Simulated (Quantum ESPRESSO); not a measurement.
Runs of Quantum ESPRESSO 7.5 on Fe. The structure is cubic, space group Im-3m (No. 229). Conventional cell: a = 2.886 Å, b = 2.886 Å, c = 2.886 Å, α = 90.00°, β = 90.00°, γ = 90.00°. Around Fe (site symmetry m-3m) lie 8 Fe at 2.50 Å. 

```csv
task,level,potentials or basis,cell,k mesh,cutoff (eV),smearing,form of the LDA correlation,SCF threshold,symmetry,q mesh,gap on the mesh (eV),pressure (GPa),moment (μB)
band structure,LDA,PseudoDojo 0.4.1 SR LDA standard,as given,13 × 13 × 13,1225,fermi-dirac 0.05 eV,PW92,2e-10 Ry,-,-,none,(b),2.29
band structure,LDA,SG15 PBE 1.2,as given,13 × 13 × 13,952,fermi-dirac 0.05 eV,PZ81,2e-10 Ry,-,-,none,-29.1,2.19
phonons,BLYP,GBRV 1.5 PBE,relaxed,9 × 9 × 9,762,cold 0.2 eV,-,2e-10 Ry,-,-,none,0.0,(a)
band structure,PBEsol,GBRV 1.5 PBEsol,as given,13 × 13 × 13,762,fermi-dirac 0.05 eV,-,2e-10 Ry,-,-,none,-15.6,2.38
phonons,LDA,JTH 2.0 LDA,relaxed,13 × 13 × 13,490,cold 0.136 eV,PW92,2e-10 Ry,-,-,none,-,1.98
phonons,revPBE,GBRV 1.5 PBE,relaxed,9 × 9 × 9,762,cold 0.2 eV,-,2e-10 Ry,-,-,none,0.0,2.33
band structure,AM05,SG15 PBE 1.2,as given,13 × 13 × 13,952,fermi-dirac 0.05 eV,-,2e-10 Ry,-,-,none,-18.4,2.34
phonons,LDA,GBRV 1.5 LDA,relaxed,9 × 9 × 9,762,cold 0.2 eV,PZ81,2e-10 Ry,-,-,none,0.1,2.07
band structure,PBEsol,PseudoDojo 0.4.1 SR PBEsol standard,as given,13 × 13 × 13,1225,fermi-dirac 0.05 eV,-,2e-10 Ry,-,-,none,-15.6,2.38
phonon dispersion,LDA,GBRV 1.5 LDA,relaxed,10 × 10 × 10,762,cold 0.2 eV,PZ81,2e-10 Ry,-,2 × 2 × 2,none,0.1,(c)
phonons,PBEsol,GBRV 1.5 PBEsol,relaxed,11 × 11 × 11,762,cold 0.2 eV,-,2e-10 Ry,-,-,none,0.1,2.22
```

Alike in all rows: spin collinear, ferromagnetic start.

Problem. Estimate the missing entries.

Solution. (a) 2.45; (b) -24.5; (c) 2.09.

Caveats: the mesh is thin for the phonons of a metal (some runs); the q point doesn't lie on the k mesh, which can shift a metal's frequencies strongly unless the mesh is converged (some runs); the potentials were made for another functional, which shifts forces and pressure (some runs); so large a pressure means that the cell lies far from this level's equilibrium, or that cutoff or potentials fall short (some runs); a pressure of tens of GPa on the cell as given is suspect, and the run, the potentials or the cell itself is likely at fault (some runs); the cutoff lies well under what these potentials need, so the values aren't converged (some runs); the cutoff is low for these files, which shifts pressure and relaxed volume (some runs).

A k mesh can miss the band edges.

A gap of «none» marks a metal or a gap under the smearing width.

Not every run made on this cell is shown here.
